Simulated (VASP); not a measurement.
# CoSi (P1) in VASP: notebook

One crystal, CoSi, is run at these levels: PBE, PBEsol; tasks: core levels, phonons, optical spectrum, density of states.

All numbers are computed with VASP 6.6.1; they aren't measurements. Logs are shortened: lines on timing, memory, paths and dates and some standing lists are left out, and cuts for length are marked.

## Step 1: The cell of the first run

The typed cell holds 2 atoms: a = 2.873 Å, b = 2.743 Å, c = 2.832 Å, α = 90.99°, β = 89.60°, γ = 91.61°.

The cell comes from a database or a generator and needn't be the stable form of this composition.

## Step 2: Core levels, PBE, collinear spin, ferromagnetic start

File INCAR:

```
SYSTEM = CoSi
  ALGO = Fast
  EDIFF = 1E-7
  ENCUT = 520
  GGA = PE
  ICORELEVEL = 1
  ISIF = 2
  ISMEAR = 0
  ISPIN = 2
  LASPH = .TRUE.
  LCHARG = .FALSE.
  LMAXMIX = 4
  LORBIT = 11
  LREAL = .FALSE.
  LWAVE = .FALSE.
  MAGMOM = 2 0
  NELM = 100
  PREC = Accurate
  SIGMA = 0.02
```

File KPOINTS:

```
k-points
0
G
  9 10 9
  0 0 0
```

File POSCAR:

```
CoSi
1.0
    2.8722606400     -0.0393196700      0.0097061400
   -0.0393196700      2.7429921600     -0.0240786400
    0.0097061400     -0.0240786400      2.8315353700
Co Si
1 1
Direct
    0.9210680600      0.9948622900      0.9022598400
    0.5789319400      0.5051377100      0.5977401600
```

Potentials or basis: VASP PAW PBE potentials, release 64 (Co, Si).

The run is started by

```console
$ cat potpaw_PBE.64/Co/POTCAR potpaw_PBE.64/Si/POTCAR > POTCAR
$ mpirun -np 1 vasp_std > vasp.out
```

OUTCAR:

```text
SYSTEM = CoSi
   EDIFF = 1E-7
   ENCUT = 520
   GGA = PE
   ISIF = 2
   ISMEAR = 0
   ISPIN = 2
   LASPH = .TRUE.
   LORBIT = 11
   LREAL = .FALSE.
   NELM = 100
   PREC = Accurate

 ion  position               nearest neighbor table
   1  0.921  0.995  0.902-   2 1.85   2 1.95   2 2.48   2 2.49   2 2.58   2 2.60   2 3.04   2 3.09

   2  0.579  0.505  0.598-   1 1.85   1 1.95   1 2.48   1 2.49   1 2.58   1 2.60   1 3.04   1 3.09

  LATTYP: Found a triclinic cell.
 ALAT       =     6.2966755622
 B/A-ratio  =     1.0144112796
 C/A-ratio  =     1.3162735163
 COS(alpha) =     0.0003883382
 COS(beta)  =     0.5826308146
 COS(gamma) =     0.8102046843

  Lattice vectors:

 A1 = (  -5.7052016100,  -2.6643528200,   0.0046663600)
 A2 = (  -5.7348151400,   0.0545607000,   2.8121230900)
 A3 = (  -2.8130335800,  -5.3985073700,  -5.6246196000)

Analysis of symmetry for initial positions (statically):
=====================================================================
 Subroutine PRICEL returns:
 Original cell was already a primitive cell.

 Routine SETGRP: Setting up the symmetry group for a
 triclinic supercell.

 Subroutine GETGRP returns: Found  1 space group operations
 (whereof  1 operations were pure point group operations)
 out of a pool of  2 trial point group operations.

The static configuration has the point symmetry C_1 .

Analysis of symmetry for dynamics (positions and initial velocities):
=====================================================================
 Subroutine PRICEL returns:
 Original cell was already a primitive cell.

 Routine SETGRP: Setting up the symmetry group for a
 triclinic supercell.

 Subroutine GETGRP returns: Found  1 space group operations
 (whereof  1 operations were pure point group operations)
 out of a pool of  2 trial point group operations.

The dynamic configuration has the point symmetry C_1 .

Analysis of structural, dynamic, and magnetic symmetry:
=====================================================================
 Subroutine PRICEL returns:
 Original cell was already a primitive cell.

 Routine SETGRP: Setting up the symmetry group for a
 triclinic supercell.

 Subroutine GETGRP returns: Found  1 space group operations
 (whereof  1 operations were pure point group operations)
 out of a pool of  2 trial point group operations.

The overall configuration has the point symmetry C_1 .

 Subroutine INISYM returns: Found  1 space group operations
 (whereof  1 operations are pure point group operations),
 and found     1 'primitive' translations

----------------------------------------------------------------------------------------

                                     Primitive cell

  volume of cell :      22.3022

  direct lattice vectors                    reciprocal lattice vectors
     2.872260640 -0.039319670  0.009706140     0.348229905  0.004981627 -0.001151325
    -0.039319670  2.742992160 -0.024078640     0.004981627  0.364663869  0.003083930
     0.009706140 -0.024078640  2.831535370    -0.001151325  0.003083930  0.353195458

  length of vectors
     2.872546158  2.743379632  2.831654382     0.348267439  0.364710933  0.353210798

  position of ions in fractional coordinates (direct lattice)
     0.921068060  0.994862290  0.902259840
     0.578931940  0.505137710  0.597740160

  ion indices of the primitive-cell ions
   primitive index   ion index
                 1           1
                 2           2

----------------------------------------------------------------------------------------

 KPOINTS: k-points

Automatic generation of k-mesh.
 Grid dimensions read from file:
 generate k-points for:    9   10    9

 Generating k-lattice:

  Cartesian coordinates                     Fractional coordinates (reciprocal lattice)
     0.038692212  0.000553514 -0.000127925     0.111111111  0.000000000 -0.000000000
     0.000498163  0.036466387  0.000308393    -0.000000000  0.100000000  0.000000000
    -0.000127925  0.000342659  0.039243940     0.000000000  0.000000000  0.111111111

  Length of vectors
     0.038696382  0.036471093  0.039245644

  Shift w.r.t. Gamma in fractional coordinates (k-lattice)
     0.000000000  0.000000000  0.000000000

 Subroutine IBZKPT returns following result:
 ===========================================

 Found    406 irreducible k-points:

 Following reciprocal coordinates:
            Coordinates               Weight
  0.000000  0.000000  0.000000      1.000000
  0.111111 -0.000000  0.000000      2.000000
  0.222222 -0.000000  0.000000      2.000000
  0.333333 -0.000000  0.000000      2.000000
  0.444444 -0.000000  0.000000      2.000000
 -0.000000  0.100000  0.000000      2.000000
[... 16 lines left out ...]
 -0.111111  0.200000  0.000000      2.000000
  0.000000  0.300000  0.000000      2.000000
 [... further k-points ...]
   k-points           NKPTS =    406   k-points in BZ     NKDIM =    406   number of bands    NBANDS=     11
   number of dos      NEDOS =    301   number of ions     NIONS =      2
   total plane-waves  NPLWV =  11520
   dimension x,y,z NGX =    24 NGY =   20 NGZ =   24
   dimension x,y,z NGXF=    48 NGYF=   40 NGZF=   48
   ions per type =               1   1
   NGX,Y,Z   is equivalent  to a cutoff of  13.89, 12.12, 14.09 a.u.
   NGXF,Y,Z  is equivalent  to a cutoff of  27.78, 24.24, 28.18 a.u.
 SYSTEM =  CoSi
   PREC   = accura    normal or accurate (medium, high low for compatibility)
   ISTART =      0    job   : 0-new  1-cont  2-samecut
   ICHARG =      2    charge: 1-file 2-atom 10-const
   ISPIN  =      2    spin polarized calculation?
   LNONCOLLINEAR =      F non collinear calculations
   LSORBIT =      F    spin-orbit coupling
   LASPH  =      T    aspherical Exc in radial PAW
   ENCUT  =  520.0 eV  38.22 Ry    6.18 a.u.   5.34  5.10  5.27*2*pi/ulx,y,z
   NELM   =    100;   NELMIN=  2; NELMDL= -5     # of ELM steps
   EDIFF  = 0.1E-06   stopping-criterion for ELM
   LREAL  =      F    real-space projection
   EDIFFG = 0.1E-05   stopping-criterion for IOM
   NSW    =      0    number of steps for IOM
   IBRION =     -1    ionic relax: 0-MD 1-quasi-New 2-CG
   NFREE  =      0    steps in history (QN), initial steepest desc. (CG)
   ISIF   =      2    stress and relaxation
   ISYM   =      2    0-nonsym 1-usesym 2-fastsym
   POTIM  = 0.5000    time-step for ionic-motion
   TEBEG  =    0.0;   TEEND  =   0.0 temperature during run
   PSTRESS=    0.0 pullay stress
   NELECT =      13.0000    total number of electrons
   NUPDOWN=      -1.0000    fix difference up-down
   EMIN   =  10.00;   EMAX   =-10.00  energy-range for DOS
   EFERMI =   0.00;   METHOD = LEGACY
   ISMEAR =     0;   SIGMA  =   0.02  broadening in eV -4-tet -1-fermi 0-gaus
   EFERMI_NEDOS =   21; number of points for ismear=-14 and -15
   IALGO  =     68    algorithm
   IMIX   =      4    mixing-type and parameters
     AMIX     =   0.40;   BMIX     =  1.00
     AMIX_MAG =   1.60;   BMIX_MAG =  1.00
  volume/ion in A,a.u.               =      11.15        75.25
  Fermi-wavevector in a.u.,A,eV,Ry     =   1.367540  2.584275 25.445135  1.870165
  Thomas-Fermi vector in A             =   2.493583
   LORBIT       =     11    0 simple, 1 ext, 2 COOP (PROOUT), +10 PAW based schemes
   GGA     = PE    functional components
   LHFCALC =     F    Hartree Fock is set to
   AEXX    =    0.0000 exact exchange contribution
   IVDW    =     0    specifies the selected vdW correction
   LEPSILON=     F    determine dielectric tensor
   LRPA    =     F    only Hartree local field effects (RPA)
 spin polarized calculation
 RMM-DIIS sequential band-by-band and
 Gauss-broadening in eV      SIGMA  =   0.02
  energy-cutoff  :      520.00
  volume of cell :       22.30
 maximum number of plane-waves:       617
 NGX is ok and might be reduce to    24
   NGX = 11   NGY = 11   NGZ = 11

 number of electron      13.0000002 magnetization      -0.0003472

 number of electron      13.0000002 magnetization       0.0000203

 Free energy of the ion-electron system (eV)
  ---------------------------------------------------
  ext. energy  EPLUGINS =         0.00000000
  ---------------------------------------------------
  free energy    TOTEN  =       -11.17768942 eV

  energy without entropy =      -11.17738338  energy(sigma->0) =      -11.17753640

 the core state eigenenergies are
   1-  1s  -7573.2131  2s   -879.6262  2p   -750.5616  3s    -83.1106  3p    -46.4787

   2-  1s  -1768.5017  2s   -122.6029  2p    -78.6206

 E-fermi :  11.8686     XC(G=0): -12.5871

 val. band max:       11.8683350841   @ k =   0.3333   0.5000   0.4444
 cond. band min:      11.8719280213   @ k =   0.4444  -0.4000   0.2222
 fundamental gap:      0.0035929372
 Fermi energy:        11.8685893400

 spin component 1

 k-point     1 :       0.0000    0.0000    0.0000
  band No.  band energies     occupation
      1      -1.5869      1.00000
      2       7.5514      1.00000
      3       7.9038      1.00000
      4       9.6150      1.00000
      5      10.4593      1.00000
      6      10.7683      1.00000
      7      15.5954      0.00000
      8      16.5857      0.00000
      9      16.6242      0.00000
     10      18.9630      0.00000
     11      19.4372      0.00000

 k-point     2 :       0.1111   -0.0000    0.0000
  band No.  band energies     occupation
      1      -1.3700      1.00000
      2       7.4659      1.00000
      3       7.9155      1.00000
      4       9.5355      1.00000
      5      10.3498      1.00000
      6      10.7222      1.00000
      7      14.0983      0.00000
      8      16.9017      0.00000
      9      17.0366      0.00000
     10      18.9635      0.00000
     11      20.9614      0.00000
[... 239 lines left out ...]
 k-point    20 :      -0.4444    0.2000   -0.0000
  band No.  band energies     occupation
      1       1.9831      1.00000
      2       4.8739      1.00000
      3       8.0361      1.00000
      4       8.9841      1.00000
      5       9.8434      1.00000
      6      10.3199      1.00000
      7      11.5327      1.00000
      8      16.0976      0.00000
      9      18.5974      0.00000
     10      18.9482      0.00000
     11      22.5838      0.00000

 k-point    21 :      -0.3333    0.2000   -0.0000
  band No.  band energies     occupation
      1       0.9137      1.00000
      2       6.2199      1.00000
      3       7.9161      1.00000
      4       9.0455      1.00000

 Fermi energy:        11.8685893400

 spin component 2

 k-point     1 :       0.0000    0.0000    0.0000
  band No.  band energies     occupation
      1      -1.5870      1.00000
      2       7.5514      1.00000
      3       7.9040      1.00000
      4       9.6150      1.00000
      5      10.4593      1.00000
      6      10.7683      1.00000
      7      15.5954      0.00000
      8      16.5857      0.00000
      9      16.6241      0.00000
     10      18.9631      0.00000
     11      19.4372      0.00000

 k-point     2 :       0.1111   -0.0000    0.0000
  band No.  band energies     occupation
      1      -1.3700      1.00000
      2       7.4658      1.00000
      3       7.9156      1.00000
      4       9.5355      1.00000
      5      10.3498      1.00000
      6      10.7223      1.00000
      7      14.0983      0.00000
      8      16.9016      0.00000
      9      17.0366      0.00000
     10      18.9635      0.00000
     11      20.9614      0.00000
[... 295 lines left out ...]
 k-point    24 :       0.0000    0.3000    0.0000
  band No.  band energies     occupation
      1       0.1548      1.00000
      2       6.4839      1.00000
      3       8.4426      1.00000
      4       9.2174      1.00000
      5       9.7489      1.00000
      6      10.5432      1.00000
      7      11.6880      1.00000
      8      17.5993      0.00000
      9      18.3050      0.00000
     10      19.1689      0.00000
     11      20.9199      0.00000

 [... further k-points ...]
[... 5 lines left out ...]
  --------------------------------------------------------------------------------------
  -------------------------------------------------------------------------------------
  Total        4.5653233     10.8514655      3.1491071      1.8137659      1.6302813      6.2009179
  in kB      327.9699473    779.5624334    226.2298648    130.2997991    117.1183830    445.4700305
  external PRESSURE =     444.5874152 kB  Pullay stress =       0.0000000 kB

 VOLUME and BASIS-vectors are now :
 -----------------------------------------------------------------------------
  energy-cutoff  :      520.00
  volume of cell :       22.30
      direct lattice vectors                 reciprocal lattice vectors
     2.872260640 -0.039319670  0.009706140     0.348229905  0.004981627 -0.001151325
    -0.039319670  2.742992160 -0.024078640     0.004981627  0.364663869  0.003083930
     0.009706140 -0.024078640  2.831535370    -0.001151325  0.003083930  0.353195458

 POSITION                                       TOTAL-FORCE (eV/Angst)
 -----------------------------------------------------------------------------------
      2.61519      2.67096      2.53977         6.067137      2.034415      5.725735
      1.64878      1.34843      1.68598        -6.067137     -2.034415     -5.725735
 -----------------------------------------------------------------------------------
    total drift:                               -0.000229      0.000267      0.000122

  FREE ENERGIE OF THE ION-ELECTRON SYSTEM (eV)
  ---------------------------------------------------
  free  energy   TOTEN  =       -11.1776894222 eV

  energy  without entropy=      -11.1773833766  energy(sigma->0) =      -11.17753640

 total charge

# of ion       s       p       d       tot
------------------------------------------
    1        0.524   0.641   7.816   8.980
    2        0.790   0.951   0.000   1.741
--------------------------------------------------
tot          1.313   1.592   7.816  10.721

 magnetization (x)

# of ion       s       p       d       tot
------------------------------------------
    1       -0.000  -0.000   0.000   0.000
    2       -0.000  -0.000   0.000  -0.000
--------------------------------------------------
tot         -0.000  -0.000   0.000   0.000
```

It took 1.8 min on 1 thread of Intel Xeon Platinum 8488C (Sapphire Rapids), shared host; peak memory 0.28 GiB.

What came out:

```yaml
Free_energy: -11.1777 eV
Pressure: 44.5 GPa
Largest_force: 8.587 eV/Å
Band_gap_on_the_k_mesh: none (metal or under the smearing width)
Net_moment: 0.00 μB per cell
Valence_electrons_inside_the_program's_atomic_spheres: Co 8.98; Si 1.74
```

Forces on the atoms (eV/Å):
```
Co   6.067  2.034  5.726
Si  -6.067 -2.034 -5.726
```

Levels at points of the mesh, in eV from the Fermi level:
Spin up:
| k point | band 4 | band 5 | band 6 | band 7 | band 8 | band 9 | band 10 | band 11 |
| --- | --- | --- | --- | --- | --- | --- | --- | --- |
| (0.00, 0.00, 0.00) | -2.25 | -1.41 | -1.10 | 3.73 | 4.72 | 4.76 | 7.09 | 7.57 |
| (0.00, 0.50, 0.00) | -3.02 | -2.51 | -1.21 | -0.39 | 5.72 | 6.71 | 9.47 | 10.41 |
Spin down:
| k point | band 5 | band 6 | band 7 | band 8 | band 9 | band 10 |
| --- | --- | --- | --- | --- | --- | --- |
| (0.00, 0.00, 0.00) | -1.41 | -1.10 | 3.73 | 4.72 | 4.76 | 7.09 |
| (0.00, 0.50, 0.00) | -2.51 | -1.21 | -0.39 | 5.72 | 6.71 | 9.47 |

Core levels (eV, on the scale of the bands):
```
atom                                                levels
1 Co  1s -7573.2, 2s -879.6, 2p -750.6, 3s -83.1, 3p -46.5
2 Si                       1s -1768.5, 2s -122.6, 2p -78.6
```

Caveat: the starting moments collapsed, and a magnetic state may lie lower; so large a pressure means that the cell lies far from this level's equilibrium, or that cutoff or potentials fall short; forces of over 1 eV/Å show positions far from the minimum, so gaps and moduli don't describe the material at rest.

[end of part 1 of 3]
